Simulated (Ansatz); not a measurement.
# LiF (Griceite): band structure with PBE

LiF (Griceite):

```
F Li
1.0
     0.00000    2.01400    2.01400
     2.01400    0.00000    2.01400
     2.01400    2.01400    0.00000
F Li
1 1
Direct
  0.50000 0.50000 0.50000
  0.00000 0.00000 0.00000
```

```
Program                             : Ansatz 0.2.0
Task                                : band structure
Functional                          : PBE
Potentials or basis                 : Ansatz PAW
Cutoff                              : 420 eV (not typed: the program's choice for these potentials)
k mesh                              : 11 × 11 × 11
Occupations                         : fermi-dirac, width 0.05 eV
Spin                                : no spin polarisation
Path                                : [["G", "X", "W", "K", "G", "L", "U", "W", "L", "K"], ["U", "X"]]
Points for each segment of the path : 14
```

```
Pressure                : 2.1 GPa
Band gap on the k mesh  : 9.09 eV, direct
Band gap along the path : 9.09 eV, direct
```

Levels at the corners of the path, in eV from the valence-band top:
| point | band 2 | band 3 | band 4 | band 5 | band 6 | band 7 | band 8 | band 9 |
| --- | --- | --- | --- | --- | --- | --- | --- | --- |
| Γ | -19.97 | 0.00 | 0.00 | 0.00 | 9.09 | 23.95 | 23.95 | 23.95 |
| X | -19.27 | -3.00 | -1.00 | -1.00 | 14.82 | 16.50 | 17.45 | 20.24 |
| W | -19.30 | -2.07 | -2.07 | -0.80 | 15.07 | 15.07 | 17.45 | 19.26 |
| K | -19.32 | -2.49 | -1.56 | -0.73 | 14.50 | 14.91 | 18.42 | 19.67 |
| Γ | -19.97 | 0.00 | 0.00 | 0.00 | 9.09 | 23.95 | 23.95 | 23.95 |
| L | -19.54 | -2.52 | -0.23 | -0.23 | 10.80 | 16.74 | 18.91 | 18.91 |
| U | -19.32 | -2.49 | -1.56 | -0.73 | 14.50 | 14.91 | 18.42 | 19.67 |
| W | -19.30 | -2.07 | -2.07 | -0.80 | 15.07 | 15.07 | 17.45 | 19.26 |
| L | -19.54 | -2.52 | -0.23 | -0.23 | 10.80 | 16.74 | 18.91 | 18.91 |
| K | -19.32 | -2.49 | -1.56 | -0.73 | 14.50 | 14.91 | 18.42 | 19.67 |
| U | -19.32 | -2.49 | -1.56 | -0.73 | 14.50 | 14.91 | 18.42 | 19.67 |
| X | -19.27 | -3.00 | -1.00 | -1.00 | 14.82 | 16.50 | 17.45 | 20.24 |

It took 0.5 s on 2 threads of Intel(R) Xeon(R) 6975P-C (Granite Rapids), with other jobs on the host, peak memory 0.31 GiB.

Caveat: the pressure holds a Pulay correction of +0.7 GPa for the finite cutoff. As with any semilocal functional, this PBE gap is likely too small.
